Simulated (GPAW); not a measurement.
# SnSe (Fm-3m) in GPAW: single point with r2SCAN

Aim: the single point of SnSe with r2SCAN.

Program: GPAW 26.7.0. These are calculated values, not measurements. Logs are shortened: lines on timing, memory, paths and dates and some standing lists are left out, and cuts for length are marked. The log counts tension as positive stress, the text compression.

## 1. The crystal as given

Symmetry: Fm-3m, No. 225, cubic system. Conventional cell: a = 6.020 Å, b = 6.020 Å, c = 6.020 Å, α = 90.00°, β = 90.00°, γ = 90.00°. Around Sn (site symmetry m-3m) lie 6 Se at 3.01 Å. Around Se (site symmetry m-3m) lie 6 Sn at 3.01 Å.

Measurements of this composition are mostly on another form, of space group No. 62.

## 2. Single point, r2SCAN

run.py reads:

```python
from ase import Atoms
from ase.dft.bandgap import bandgap
from ase.io import write
from ase.units import GPa
from gpaw import GPAW, PW

atoms = Atoms(['Sn', 'Se'],
              cell=[[0.0, 3.01, 3.01],
                    [3.01, 0.0, 3.01],
                    [3.01, 3.01, 0.0]],
              scaled_positions=[[0.0, 0.0, 0.0],
                                [0.5, 0.5, 0.5]],
              pbc=True)

calc = GPAW(mode=PW(500),
            xc='MGGA_X_R2SCAN+MGGA_C_R2SCAN',
            kpts={'size': (6, 6, 6), 'gamma': True},
            occupations={'name': 'fermi-dirac', 'width': 0.05},
            nbands=19,
            maxiter=120,
            txt='gpaw.txt')
atoms.calc = calc
energy = atoms.get_potential_energy()
forces = atoms.get_forces()
stress = atoms.get_stress()
calc.write('gs.gpw')
write('result.traj', atoms)
print(f'Energy: {energy:.6f} eV')
print('Forces (eV/A):')
print(forces.round(4))
print('Stress (GPa):', (stress / GPa).round(3))
print('Fermi level:', round(calc.get_fermi_level(), 4), 'eV')
print(f'Gap: {bandgap(calc)[0]:.4f} eV, direct: {bandgap(calc, direct=True)[0]:.4f} eV')
```

Potentials or basis: GPAW PAW data sets (gpaw-data 1.2.1), pw.

On the command line:

```bash
OMP_NUM_THREADS=1 python run.py
```

gpaw.txt:

```text
__  _  _
 | _ |_)|_||  |
 |__||  | ||/\| - 26.7.0

Input parameters:
  mode=PW(ecut=500.0),
  kpts=MonkhorstPack(size=(6, 6, 6), gamma=True),
  maxiter=120,
  nbands=19,
  occupations=Occupations(name='fermi-dirac', width=0.05),
  xc=XC(name='MGGA_X_R2SCAN+MGGA_C_R2SCAN')

Diagonalizing LCAO Hamiltonian
Converting LCAO to pw mode

                Se

       Sn

Atoms  # Å, Bohr magnetons
|   | symbol |        x |        y |        z |    initial magnetic moments |
|---|--------|----------|----------|----------|-----------------------------|
| 0 |     Sn | 0.000000 | 0.000000 | 0.000000 | ( 0.0000,  0.0000,  0.0000) |
| 1 |     Se | 3.010000 | 3.010000 | 3.010000 | ( 0.0000,  0.0000,  0.0000) |

Unit cell  # Å
| periodic |        x |        y |        z |  lengths |    angles |
|----------|----------|----------|----------|----------|-----------|
|      yes | 0.000000 | 3.010000 | 3.010000 | 4.256783 | 60.000000 |
|      yes | 3.010000 | 0.000000 | 3.010000 | 4.256783 | 60.000000 |
|      yes | 3.010000 | 3.010000 | 0.000000 | 4.256783 | 60.000000 |

Number of symmetries: 48
Symmetry operations  # r_c * U_cc + t_c -> r_c
|    | kind |            matrix            |
|----|------|------------------------------|
|  0 |  σ   |  1, 0, 0,  1, 0,-1,  1,-1, 0 |
|  1 |  C2  |  1, 0, 0,  1,-1, 0,  1, 0,-1 |
|  2 |  E   |  1, 0, 0,  0, 1, 0,  0, 0, 1 |
|  3 |  σ   |  1, 0, 0,  0, 0, 1,  0, 1, 0 |
|  4 |  C4  |  1, 0,-1,  1, 0, 0,  1,-1, 0 |
|  5 |  S6  |  1, 0,-1,  1,-1, 0,  1, 0, 0 |
|  6 |  σ   |  1, 0,-1,  0, 1,-1,  0, 0,-1 |
|  7 |  C3  |  1, 0,-1,  0, 0,-1,  0, 1,-1 |
|  8 |  S6  |  1,-1, 0,  1, 0, 0,  1, 0,-1 |
|  9 |  C4  |  1,-1, 0,  1, 0,-1,  1, 0, 0 |
| 10 |  C3  |  1,-1, 0,  0,-1, 1,  0,-1, 0 |
| 11 |  σ   |  1,-1, 0,  0,-1, 0,  0,-1, 1 |
| 12 |  σ   |  0, 1, 0,  1, 0, 0,  0, 0, 1 |
| 13 |  C4  |  0, 1, 0,  0, 1,-1, -1, 1, 0 |
| 14 |  C3  |  0, 1, 0,  0, 0, 1,  1, 0, 0 |
| 15 |  S6  |  0, 1, 0, -1, 1, 0,  0, 1,-1 |
| 16 |  C2  |  0, 1,-1,  1, 0,-1,  0, 0,-1 |
| 17 |  σ   |  0, 1,-1,  0, 1, 0, -1, 1, 0 |
| 18 |  S4  |  0, 1,-1,  0, 0,-1,  1, 0,-1 |
| 19 |  C4  |  0, 1,-1, -1, 1, 0,  0, 1, 0 |
| 20 |  C3  |  0, 0, 1,  1, 0, 0,  0, 1, 0 |
| 21 |  σ   |  0, 0, 1,  0, 1, 0,  1, 0, 0 |
| 22 |  S6  |  0, 0, 1,  0,-1, 1, -1, 0, 1 |
| 23 |  C4  |  0, 0, 1, -1, 0, 1,  0,-1, 1 |
| 24 |  S4  |  0, 0,-1,  1, 0,-1,  0, 1,-1 |
| 25 |  C3  |  0, 0,-1,  0, 1,-1,  1, 0,-1 |
| 26 |  C2  |  0, 0,-1,  0,-1, 0, -1, 0, 0 |
| 27 |  S6  |  0, 0,-1, -1, 0, 0,  0,-1, 0 |
| 28 |  S4  |  0,-1, 1,  1,-1, 0,  0,-1, 0 |
| 29 |  C4  |  0,-1, 1,  0, 0, 1, -1, 0, 1 |
| 30 |  C2  |  0,-1, 1,  0,-1, 0,  1,-1, 0 |
| 31 |  σ   |  0,-1, 1, -1, 0, 1,  0, 0, 1 |
| 32 |  C3  |  0,-1, 0,  1,-1, 0,  0,-1, 1 |
| 33 |  S6  |  0,-1, 0,  0, 0,-1, -1, 0, 0 |
| 34 |  S4  |  0,-1, 0,  0,-1, 1,  1,-1, 0 |
| 35 |  C2  |  0,-1, 0, -1, 0, 0,  0, 0,-1 |
| 36 |  C2  | -1, 1, 0,  0, 1, 0,  0, 1,-1 |
| 37 |  S6  | -1, 1, 0,  0, 1,-1,  0, 1, 0 |
| 38 |  S4  | -1, 1, 0, -1, 0, 1, -1, 0, 0 |
| 39 |  C3  | -1, 1, 0, -1, 0, 0, -1, 0, 1 |
| 40 |  S6  | -1, 0, 1,  0, 0, 1,  0,-1, 1 |
| 41 |  C2  | -1, 0, 1,  0,-1, 1,  0, 0, 1 |
| 42 |  C3  | -1, 0, 1, -1, 1, 0, -1, 0, 0 |
| 43 |  S4  | -1, 0, 1, -1, 0, 0, -1, 1, 0 |
| 44 |  C2  | -1, 0, 0,  0, 0,-1,  0,-1, 0 |
| 45 |  i   | -1, 0, 0,  0,-1, 0,  0, 0,-1 |
| 46 |  σ   | -1, 0, 0, -1, 1, 0, -1, 0, 1 |
| 47 |  C2  | -1, 0, 0, -1, 0, 1, -1, 1, 0 |

BZ-sampling:
  Number of BZ points: 216
  Number of IBZ points: 16

  Monkhorst-Pack size: [6, 6, 6]
  Monkhorst-Pack shift: [0.08333333333333333, 0.08333333333333333, 0.08333333333333333]

K-points  # in reciprocal-cell coordinates
|     |                                coordinates |     weight |
|-----|--------------------------------------------|------------|
|   0 | (  0.00000000,   0.00000000,   0.00000000) | 0.00462963 |
|   1 | (  0.16666667,   0.16666667,   0.00000000) | 0.02777778 |
|   2 | (  0.16666667,   0.16666667,   0.16666667) | 0.03703704 |
|   3 | (  0.33333333,   0.16666667,   0.16666667) | 0.05555556 |
|   4 | (  0.33333333,   0.33333333,  -0.33333333) | 0.05555556 |
|   5 | (  0.33333333,   0.33333333,   0.00000000) | 0.02777778 |
|   6 | (  0.33333333,   0.33333333,   0.16666667) | 0.11111111 |
|   7 | (  0.33333333,   0.33333333,   0.33333333) | 0.03703704 |
|   8 | (  0.50000000,   0.33333333,  -0.33333333) | 0.11111111 |
|   9 | (  0.50000000,   0.33333333,  -0.16666667) | 0.05555556 |
| ... |                                            |            |
|  15 | (  0.50000000,   0.50000000,   0.50000000) | 0.01851852 |

Plane wave coefficients: 1411
Cutoff: 500.0 eV

Spin-components: 1 (collinear spins)
Bands:           19
Projectors:      11
Spin-degeneracy: 2
Datatype:        complex128

Parallelization:
  kpt:    1
  domain: 1
  band:   1

Density:
  Valence electrons: 20.0
  Components: 1
  Grid points: [24 24 24]
  Charge: 0.0  # |e|

Potential:
  Grid points: [24 24 24]

species:
  Sn:
    name:    Tin
    Z:       50.0
    valence: 14
    core:    36
    charge:  0.0  # [|e|]
    compensation charges:
      type: gauss
      rc: 0.38  # [Å]
      lmax: 2
    cutoffs:
      filter: 2.23  # [Å]
      core: 2.35  # [Å]
    projectors
    | kind |    occ | energy [eV] | rcut [Å] |
    |------|--------|-------------|----------|
    |   5s |  2.000 |     -10.538 |    1.201 |
    |   5p |  2.000 |      -3.696 |    1.270 |
    |   4d | 10.000 |     -25.845 |    1.185 |
    |    s |        |      16.674 |    1.201 |
    |    p |        |      23.515 |    1.270 |
    |    d |        |       1.367 |    1.185 |

    Using partial waves for Sn as LCAO basis

  Se:
    name:    Selenium
    Z:       34.0
    valence: 6
    core:    28
    charge:  0.0  # [|e|]
    compensation charges:
      type: gauss
      rc: 0.27  # [Å]
      lmax: 2
    cutoffs:
      filter: 1.77  # [Å]
      core: 2.67  # [Å]
    projectors
    | kind |    occ | energy [eV] | rcut [Å] |
    |------|--------|-------------|----------|
    |   4s |  2.000 |     -17.277 |    0.847 |
    |   4p |  4.000 |      -6.512 |    1.005 |
    |    s |        |       9.935 |    0.847 |
    |    p |        |      20.699 |    1.005 |
    |    d |        |       0.000 |    0.847 |

    Using partial waves for Se as LCAO basis

Reference energy: -234114.225438  # eV

eigensolver:
  PPCG
  Converge bands: occupied
  niter=2

density mixing:
  MSR1-Mixer
  Pratt-step length: 0.05
  Maximum mixing coefficient: 0.75
  Old densities: 10
  SVD Regularization: 0.005
  Good broyden scale: 1.0
  Trust region scale: 1.0
  Backstep threshold: 4.0
  History deletion threshold: 6.0
  Fourier metric: weight=20.0, sigma=0.015

occupation numbers:
  Fermi-Dirac:
    width: 0.0500  # eV

poisson solver:
  ecut: 4000.0  # eV

xc functional:
  name: MGGA_X_R2SCAN+MGGA_C_R2SCAN with 2 nearest neighbor stencil

convergence criteria:
- Maximum [total energy] change in last 3 cyles: 0.0005 eV / valence electron
- Maximum integral of absolute [dens]ity change: 0.0001 electrons / valence electron
- Maximum integral of absolute [eigenst]ate change: 4e-08 eV^2 / valence electron
maximum number of iterations: 120

SCF iterations
|iter     | |      energy | eigst |  dens |
|---------|-|-------------|-------|-------|
|iter:   1| |  -35.071592 | -0.20 |       |
|iter:   2| |  -32.269215 | -1.21 | -1.32 |
|iter:   3| |-23443152.777910 | +6.84 | -1.31 |
|iter:   4| |   -7.168761 | +1.68 | +2.64 |
|iter:   5| |  -32.286376 | +0.89 | -0.54 |
|iter:   6| |  -32.181422 | -1.23 | -1.39 |
|iter:   7| |  -32.180537 | -2.94 | -1.91 |
|iter:   8| |  -32.173824c| -3.15 | -2.01 |
|iter:   9| |  -32.174098c| -4.28 | -2.53 |
|iter:  10| |  -32.173375c| -4.96 | -2.55 |
|iter:  11| |  -32.173187c| -5.35 | -2.83 |
|iter:  12| |  -32.173140c| -5.86 | -3.12 |
|iter:  13| |  -32.173123c| -5.97 | -3.41 |
|iter:  14| |  -32.173123c| -7.82c| -4.50c|

Converged in 14 steps
Energy contributions relative to reference atoms: (reference = -234114.225438)

Energy contributions:
  Kinetic:          14.238815
  Coulomb:         -14.112642
  Zero:             -0.238985
  External:          0.000000
  Xc:              -32.060213
  Entropy:          -0.000197
  Spinorbit:         0.000000
  ----------------------------
  Free energy:     -32.173222
  Extrapolated:    -32.173123

dipole moment: (-20.307958, -20.307958, -20.307958)  # |e|*Ang

Fermi level: 6.408
Eigenvalues  # (at kpt = [0.000, 0.000, 0.000])
| band index |      eig [eV] | occ [0-2] |
|------------|---------------|-----------|
|          0 |       -16.401 |     2.000 |
|        ... |               |           |
|          2 |       -16.393 |     2.000 |
|          3 |       -16.393 |     2.000 |
|          4 |       -16.393 |     2.000 |
|          5 |        -8.548 |     2.000 |
|          6 |         0.939 |     2.000 |
|          7 |         3.528 |     2.000 |
|          8 |         3.528 |     2.000 |
|          9 |         3.528 |     2.000 |
|         10 |        10.532 |     0.000 |
|         11 |        10.532 |     0.000 |
|         12 |        10.532 |     0.000 |
|         13 |        12.226 |     0.000 |
|         14 |        12.226 |     0.000 |
|         15 |        12.226 |     0.000 |
|         16 |        14.504 |     0.000 |
|         17 |        14.504 |     0.000 |
|         18 |        14.730 |     0.000 |

Gap: 0.466 eV
Transition (v -> c):
  (s=0, k=15, n=9, [0.50, 0.50, 0.50]) -> (s=0, k=15, n=10, [0.50, 0.50, 0.50])
No difference between direct/indirect transitions

Forces  # eV/Ang
|        x |        y |        z |
|----------|----------|----------|
|  0.00000 |  0.00000 |  0.00000 |  # Sn   0
| -0.00000 | -0.00000 | -0.00000 |  # Se   1

Stress tensor  # eV/Ang^3
|        x |         y |         z |
|----------|-----------|-----------|
| 0.005672 |  0.000000 |  0.000000 |
| 0.000000 |  0.005672 | -0.000000 |
| 0.000000 | -0.000000 |  0.005672 |

# Writing to gs.gpw (mode='')
```

Run time: 37 s. Hardware: 1 thread of Arm Neoverse V2, shared host; peak memory 0.3 GiB.

What came out:

```
Free energy            : -32.1732 eV
Pressure               : -0.9 GPa
Band gap on the k mesh : 0.47 eV, direct
```

Levels at points of the mesh, in eV from the valence-band top:
| k point | band 7 | band 8 | band 9 | band 10 | band 11 | band 12 | band 13 | band 14 |
| --- | --- | --- | --- | --- | --- | --- | --- | --- |
| (0.00, 0.00, 0.00) | -5.24 | -2.65 | -2.65 | -2.65 | 4.36 | 4.36 | 4.36 | 6.05 |
| (0.50, 0.50, 0.00) | -6.33 | -5.95 | -4.11 | -4.11 | 3.12 | 5.46 | 5.46 | 6.14 |
| (0.50, 0.50, 0.50) | -8.56 | -2.38 | -2.38 | 0.00 | 0.47 | 1.13 | 1.13 | 8.57 |

Caveat: the cutoff is short for stress and forces, so pressures can be off by a GPa or more; the PAW data sets were made with another functional, which shifts forces and pressure a little; spin-orbit coupling is left out, which moves the levels of the heavy elements. A k mesh can miss the band edges.
